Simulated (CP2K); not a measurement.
La2O3 in CP2K: the effect of functional

Crystal: La2O3.

```xyz
5
Lattice="6.3703 0.0000 0.0000 -3.1851 5.5168 0.0000 0.0000 0.0000 3.2899" Properties=species:S:1:pos:R:3 pbc="T T T"
La    3.1851    1.8389    1.6387
La    0.0000    3.6779    1.6512
O     3.2145    0.0000    0.0000
O    -1.6072    2.7838    0.0000
O     1.5779    2.7330    0.0000
```

The cell comes from a database or a generator and needn't be the stable form of this composition.

Alike in all runs:

| Item | Value |
| --- | --- |
| Program | CP2K 2026.2 |
| Task | single point |
| Potentials or basis | GTH_POTENTIALS La GTH-PBE-q11; POTENTIAL_UZH O GTH-PBE-q6; DZVP-MOLOPT-SR-GTH, DZVP-MOLOPT-PBE-GTH basis |
| Density cutoff | 11565 eV |
| k mesh | 5 × 5 × 8 |
| Occupations | fermi-dirac, width 0.05 eV |
| Spin | no spin polarisation |

```tsv
functional	gap on the mesh (eV)	pressure (GPa)
PBE	1.54	1.5
LDA	?	?
PBEsol	1.43	-0.9
rev-vdW-DF2	1.43	1.0
revPBE	1.63	2.8
WC	1.48	-0.8
TASK	2.53	8.9
```

Task: What does the run with functional LDA give?

Result: gap on the mesh 1.32 eV; pressure -2.4 GPa.

Caveats: spin-orbit coupling is left out, which moves the levels of the heavy elements; an odd mesh through Γ misses points on the zone boundary, where band edges often lie; the basis of atomic orbitals isn't converged, which shifts pressures, moduli and gaps; the potentials were made for another functional, which shifts forces and pressure (some runs).
